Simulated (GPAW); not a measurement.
## Collinear magnetic orders of Fe3 on MgO3 001 with GPAW

Aim: find out whether Fe3 on MgO3 001 carries moments, and which collinear order costs least.

Main program and level: GPAW 26.7.0; PBE; plane waves with GPAW's PAW setups, scalar-relativistic.

## 1. The structure

The cell holds 9 atoms: 3 Mg, 3 O and 3 Fe. Cell: a = 2.978 Å, b = 2.978 Å, c = 21.022 Å, α = 90.0°, β = 90.0°, γ = 90.0°. ideal sites on the substrate's mesh, layer spacings from atomic volumes, unrelaxed, 12 A of vacuum. Vacuum lies along c.

Coordinates:

```cif
data_structure
_symmetry_space_group_name_H-M 'P 1'
_symmetry_Int_Tables_number 1
_cell_length_a 2.9783
_cell_length_b 2.9783
_cell_length_c 21.0220
_cell_angle_alpha 90.000
_cell_angle_beta 90.000
_cell_angle_gamma 90.000
_cell_volume 186.48
loop_
_atom_site_label
_atom_site_type_symbol
_atom_site_fract_x
_atom_site_fract_y
_atom_site_fract_z
_atom_site_occupancy
Mg1 Mg 0.00000 0.00000 0.28541 1
O2 O 0.50000 0.50000 0.28541 1
Mg3 Mg 0.50000 0.50000 0.38560 1
O4 O 0.00000 0.00000 0.38560 1
Mg5 Mg 0.00000 0.00000 0.48578 1
O6 O 0.50000 0.50000 0.48578 1
Fe7 Fe 0.50000 0.50000 0.58805 1
Fe8 Fe 0.00000 0.00000 0.65132 1
Fe9 Fe 0.50000 0.50000 0.71459 1
```

## 2. Order 1, typed as ferro +++

Parallel moments need no larger cell; this start tests for a ferromagnetic state only.

File order1.py:

```python
import json
import numpy as np
from ase import Atoms
from ase.parallel import paropen, parprint
from gpaw import GPAW

atoms = Atoms(['Mg', 'O', 'Mg', 'O', 'Mg', 'O', 'Fe', 'Fe', 'Fe'],
    cell=[[2.978334, 0.0, 0.0],
         [0.0, 2.978334, 0.0],
         [0.0, 0.0, 21.022]],
    scaled_positions=[[0.0, 0.0, 0.285415],
         [0.5, 0.5, 0.285415],
         [0.5, 0.5, 0.385596],
         [0.0, 0.0, 0.385596],
         [0.0, 0.0, 0.485777],
         [0.5, 0.5, 0.485777],
         [0.5, 0.5, 0.588051],
         [0.0, 0.0, 0.651318],
         [0.5, 0.5, 0.714585]],
    pbc=True,
    magmoms=[0.0, 0.0, 0.0, 0.0, 0.0, 0.0, 2.6, 2.6, 2.6])
atoms.calc = GPAW(mode={'name': 'pw', 'ecut': 600},
    xc='PBE',
    kpts={'size': (16, 16, 1), 'gamma': True},
    occupations={'name': 'fermi-dirac', 'width': 0.05},
    convergence={'density': 1e-05, 'energy': 1e-05},
    maxiter=250,
    mixer={'name': 'pulay', 'beta': 0.03, 'nmaxold': 8, 'weight': 100},
    symmetry={'tolerance': 1e-4},
    txt='order1.txt')
e = atoms.get_potential_energy(force_consistent=True)
res = {'free_energy': e, 'energy_sigma0': atoms.get_potential_energy(), 'fermi_energy': atoms.calc.get_fermi_level()}
res['moments'] = atoms.get_magnetic_moments().tolist()
res['total'] = atoms.get_magnetic_moment()
parprint('site moments (muB):', np.round(res['moments'], 3))
parprint(f"total moment: {res['total']:.3f} muB")
parprint(f'free energy: {e:.6f} eV')
atoms.calc.write('order1.gpw')
with paropen('results.json', 'w') as f:
    json.dump(res, f)
```

On the command line:

```sh
OMP_NUM_THREADS=1 mpirun -n 4 gpaw python order1.py > order1.log
```

What it wrote:

```text
site moments (muB): [ 0.000e+00  0.000e+00  2.000e-03  2.000e-03 -8.000e-03  2.600e-02
  2.877e+00  2.488e+00  2.972e+00]
total moment: 8.525 muB
free energy: -60.461641 eV

--- order1.txt ---
Input parameters:
  mode=PW(ecut=600),
  convergence={'density': 1e-05, 'energy': 1e-05},
  kpts=MonkhorstPack(size=(16, 16, 1), gamma=True),
  maxiter=250,
  mixer=Pulay(name='pulay', nmaxold=8, beta=0.03, weight=100, sigma=0.015, g_ss=None),
  occupations=Occupations(name='fermi-dirac', width=0.05),
  symmetry=Symmetry(tolerance=0.0001),
  xc=XC(name='PBE')

Diagonalizing LCAO Hamiltonian
Converting LCAO to pw mode
   .------.
  /|      |
 * |      |
 | |      |
 | |      |
 | |      |
 | |      |
 | |      |
 | | Fe   |
 | |      |
 | |      |
 Fe|      |
 | | Fe   |
 | |      |
 | | O    |
 Mg|      |
 | |      |
 | | Mg   |
 O |      |
 | |      |
 | | O    |
 Mg|      |
 | |      |
 | |      |
 | |      |
 | |      |
 | .------.
 |/      /
 *------*

Atoms  # Å, Bohr magnetons
|   | symbol |        x |        y |         z |    initial magnetic moments |
|---|--------|----------|----------|-----------|-----------------------------|
| 0 |     Mg | 0.000000 | 0.000000 |  5.999994 | ( 0.0000,  0.0000,  0.0000) |
| 1 |      O | 1.489167 | 1.489167 |  5.999994 | ( 0.0000,  0.0000,  0.0000) |
| 2 |     Mg | 1.489167 | 1.489167 |  8.105999 | ( 0.0000,  0.0000,  0.0000) |
| 3 |      O | 0.000000 | 0.000000 |  8.105999 | ( 0.0000,  0.0000,  0.0000) |
| 4 |     Mg | 0.000000 | 0.000000 | 10.212004 | ( 0.0000,  0.0000,  0.0000) |
| 5 |      O | 1.489167 | 1.489167 | 10.212004 | ( 0.0000,  0.0000,  0.0000) |
| 6 |     Fe | 1.489167 | 1.489167 | 12.362008 | ( 0.0000,  0.0000,  2.6000) |
| 7 |     Fe | 0.000000 | 0.000000 | 13.692007 | ( 0.0000,  0.0000,  2.6000) |
| 8 |     Fe | 1.489167 | 1.489167 | 15.022006 | ( 0.0000,  0.0000,  2.6000) |

Unit cell  # Å
| periodic |        x |        y |         z |   lengths |    angles |
|----------|----------|----------|-----------|-----------|-----------|
|      yes | 2.978334 | 0.000000 |  0.000000 |  2.978334 | 90.000000 |
|      yes | 0.000000 | 2.978334 |  0.000000 |  2.978334 | 90.000000 |
|      yes | 0.000000 | 0.000000 | 21.022000 | 21.022000 | 90.000000 |

Number of symmetries: 8

BZ-sampling:
  Number of BZ points: 256
  Number of IBZ points: 45

  Monkhorst-Pack size: [16, 16, 1]
  Monkhorst-Pack shift: [0.03125, 0.03125, 0.0]

K-points  # in reciprocal-cell coordinates
|     |                                coordinates |     weight |
|-----|--------------------------------------------|------------|
|   0 | (  0.00000000,   0.00000000,   0.00000000) | 0.00390625 |
|   1 | (  0.06250000,   0.00000000,   0.00000000) | 0.01562500 |
|   2 | (  0.06250000,   0.06250000,   0.00000000) | 0.01562500 |
|   3 | (  0.12500000,   0.00000000,   0.00000000) | 0.01562500 |
|   4 | (  0.12500000,   0.06250000,   0.00000000) | 0.03125000 |
|   5 | (  0.12500000,   0.12500000,   0.00000000) | 0.01562500 |
|   6 | (  0.18750000,   0.00000000,   0.00000000) | 0.01562500 |
|   7 | (  0.18750000,   0.06250000,   0.00000000) | 0.03125000 |
|   8 | (  0.18750000,   0.12500000,   0.00000000) | 0.03125000 |
|   9 | (  0.18750000,   0.18750000,   0.00000000) | 0.01562500 |
| ... |                                            |            |
|  44 | (  0.50000000,   0.50000000,   0.00000000) | 0.00390625 |

Plane wave coefficients: 6282
Cutoff: 600.0 eV

Spin-components: 2 (collinear spins)
Bands:           52
Projectors:      48
Spin-degeneracy: 1
Datatype:        complex128

Parallelization:
  kpt:    4
  domain: 1
  band:   1

Density:
  Valence electrons: 72.0
  Components: 2
  Grid points: [ 18  18 120]
  Charge: 0.0  # |e|

Potential:
  Grid points: [ 18  18 120]

species:
  Mg:
    name:    Magnesium
    Z:       12.0
    valence: 10
    core:    2
    charge:  0.0  # [|e|]
    compensation charges:
      type: gauss
      rc: 0.33  # [Å]
      lmax: 2
    cutoffs:
      filter: 1.86  # [Å]
      core: 0.54  # [Å]
    projectors
    | kind |    occ | energy [eV] | rcut [Å] |
    |------|--------|-------------|----------|
    |   2s |  2.000 |     -79.840 |    1.090 |
    |   3s |  2.000 |      -4.705 |    1.090 |
    |   2p |  6.000 |     -46.613 |    1.085 |
    |   3p |  0.000 |      -1.330 |    1.085 |
    |    d |        |       0.000 |    1.037 |

    Using partial waves for Mg as LCAO basis

  O:
    name:    Oxygen
    Z:       8.0
    valence: 6
    core:    2
    charge:  0.0  # [|e|]
    compensation charges:
      type: gauss
      rc: 0.21  # [Å]
      lmax: 2
    cutoffs:
      filter: 1.17  # [Å]
      core: 0.83  # [Å]
    projectors
    | kind |    occ | energy [eV] | rcut [Å] |
    |------|--------|-------------|----------|
    |   2s |  2.000 |     -23.961 |    0.688 |
    |   2p |  4.000 |      -9.029 |    0.598 |
    |    s |        |       3.251 |    0.688 |
    |    p |        |      18.182 |    0.598 |
    |    d |        |       0.000 |    0.619 |

    Using partial waves for O as LCAO basis

  Fe:
    name:    Iron
    Z:       26.0
    valence: 8
    core:    18
    charge:  0.0  # [|e|]
    compensation charges:
      type: gauss
      rc: 0.33  # [Å]
      lmax: 2
    cutoffs:
      filter: 2.06  # [Å]
      core: 2.67  # [Å]
    projectors
    | kind |    occ | energy [eV] | rcut [Å] |
    |------|--------|-------------|----------|
    |   4s |  2.000 |      -5.291 |    1.164 |
    |   4p |  0.000 |      -1.326 |    1.058 |
    |   3d |  6.000 |      -7.505 |    1.058 |
    |    s |        |      21.920 |    1.164 |
    |    p |        |      25.885 |    1.058 |
    |    d |        |      19.706 |    1.058 |

    Using partial waves for Fe as LCAO basis

Reference energy: -126329.855369  # eV

eigensolver:
  PPCG
  Converge bands: occupied
  niter=2

density mixing:
  Pulay-Mixer
  Linear mixing parameters: 0.03
  Old densities: 8
  Fourier metric: weight=100, sigma=0.015

occupation numbers:
  Fermi-Dirac:
    width: 0.0500  # eV

poisson solver:
  ecut: 4800.0  # eV

xc functional:
  name: PBE with 2 nearest neighbor stencil

convergence criteria:
- Maximum integral of absolute [dens]ity change: 1e-05 electrons / valence electron
- Maximum [total energy] change in last 3 cyles: 1e-05 eV / valence electron
- Maximum integral of absolute [eigenst]ate change: 4e-08 eV^2 / valence electron
maximum number of iterations: 250

SCF iterations
|iter     |      energy | eigst |  dens |  magmom |
|---------|-------------|-------|-------|---------|
|iter:   1|       0s |  -65.632768 | +0.41 |       |  +7.8140|
|iter:   2|      13s |  -64.550311 | -1.13 | -0.89 |  +7.8226|
|iter:   3|      27s |  -63.536257 | -1.53 | -0.94 |  +7.8337|
|iter:   4|      41s |  -62.058567 | -1.40 | -0.99 |  +7.8564|
|iter:   5|      55s |  -60.295624 | -0.49 | -1.05 |  +7.9435|
|iter:   6|      69s |  -60.262019 | -1.97 | -1.27 |  +7.9484|
|iter:   7|      83s |  -60.296433 | -2.05 | -1.30 |  +8.0777|
|iter:   8|      96s |  -60.297214 | -3.02 | -1.42 |  +8.0989|
|iter:   9|     110s |  -60.376836 | -2.42 | -1.46 |  +8.2273|
|iter:  10|     124s |  -60.426988 | -2.32 | -1.67 |  +8.3553|
[... 19 iterations left out ...]
|iter:  30|     396s |  -60.449728c| -7.17 | -4.19 |  +8.5258|
|iter:  31|     403s |  -60.449728c| -7.88c| -4.35 |  +8.5257|
|iter:  32|     409s |  -60.449729c| -7.89c| -4.41 |  +8.5256|
|iter:  33|     416s |  -60.449728c| -7.97c| -4.48 |  +8.5255|
|iter:  34|     422s |  -60.449728c| -7.73c| -4.57 |  +8.5253|
|iter:  35|     429s |  -60.449728c| -8.26c| -4.70 |  +8.5252|
|iter:  36|     435s |  -60.449728c| -8.34c| -4.73 |  +8.5253|
|iter:  37|     442s |  -60.449729c| -7.94c| -4.80 |  +8.5253|
|iter:  38|     448s |  -60.449729c| -8.35c| -4.97 |  +8.5253|
|iter:  39|     454s |  -60.449729c| -8.70c| -5.01c|  +8.5252|

Converged in 39 steps
Energy contributions relative to reference atoms: (reference = -126329.855369)

Energy contributions:
  Kinetic:          56.830773
  Coulomb:         -47.523496
  Zero:              0.433250
  External:          0.000000
  Xc:              -70.178342
  Entropy:          -0.023825
  Spinorbit:         0.000000
  ----------------------------
  Free energy:     -60.461641
  Extrapolated:    -60.449729

dipole moment: (-24.159225, -24.159225, -0.272468)  # |e|*Ang

Total magnetic moment: (0.000000, 0.000000, 8.525243)

Local magnetic moments
|        x |        y |         z |
|----------|----------|-----------|
| 0.000000 | 0.000000 |  0.000107 |  # Mg   0
| 0.000000 | 0.000000 |  0.000123 |  # O    1
| 0.000000 | 0.000000 |  0.001839 |  # Mg   2
| 0.000000 | 0.000000 |  0.001813 |  # O    3
| 0.000000 | 0.000000 | -0.008286 |  # Mg   4
| 0.000000 | 0.000000 |  0.025954 |  # O    5
| 0.000000 | 0.000000 |  2.877423 |  # Fe   6
| 0.000000 | 0.000000 |  2.487865 |  # Fe   7
| 0.000000 | 0.000000 |  2.972063 |  # Fe   8

Fermi level: 2.995
Eigenvalues  # (at kpt = [0.000, 0.000, 0.000])
| band index |      eig [eV] | occ [0-1] |      eig [eV] | occ [0-1] |
|------------|---------------|-----------|---------------|-----------|
|          0 |       -73.175 |     1.000 |       -73.175 |     1.000 |
|        ... |               |           |               |           |
|         29 |         0.313 |     1.000 |         2.779 |     0.987 |
|         30 |         0.353 |     1.000 |         2.958 |     0.675 |
|         31 |         0.353 |     1.000 |         2.958 |     0.675 |
|         32 |         0.523 |     1.000 |         3.230 |     0.009 |
|         33 |         0.523 |     1.000 |         3.230 |     0.009 |
|         34 |         1.008 |     1.000 |         3.253 |     0.006 |
|         35 |         1.076 |     1.000 |         3.366 |     0.001 |
|         36 |         1.290 |     1.000 |         3.910 |     0.000 |
|         37 |         1.817 |     1.000 |         4.237 |     0.000 |
|         38 |         1.817 |     1.000 |         4.524 |     0.000 |
|         39 |         2.154 |     1.000 |         4.525 |     0.000 |
|         40 |         2.358 |     1.000 |         4.525 |     0.000 |
|         41 |         3.325 |     0.001 |         5.072 |     0.000 |
|         42 |         4.060 |     0.000 |         5.111 |     0.000 |
|         43 |         5.484 |     0.000 |         5.711 |     0.000 |
|        ... |               |           |               |           |
|         51 |        12.352 |     0.000 |        11.125 |     0.000 |

No gap
No difference between direct/indirect transitions
```

Elapsed: 7.9 min, on 4 MPI ranks of Arm Neoverse V1, shared host; peak memory 1.5 GiB.

Spin moment in the augmentation sphere by atom:

```tsv
atom	spin moment in the augmentation sphere (μB)
Mg1	0.00
O2	0.00
Mg3	0.00
O4	0.00
Mg5	-0.01
O6	0.03
Fe7	2.88
Fe8	2.49
Fe9	2.97
```

This step gave:

```yaml
magnetization: 8.525 μB
final_state: ferromagnetic
```

After 39 cycles the largest moment stands at 2.97 μB.

[end of part 1 of 2]

[Logs and program files are shortened in this print: banners, set-up blocks, solver, clock and traceback lines can be left out without a mark of their own.]

[Logs are printed without paths, hosts, clocks, repeated set-up lines and the standing remarks that a program may print on its own settings, such as how far it seeks lower states.]

[Hosts, paths, dates, database ids (printed as entryN), source tags and the programs' standing remarks are cut or masked in the printed files.]

[Where a cell is said to come from a database of computed structures, the database is the Materials Project.]
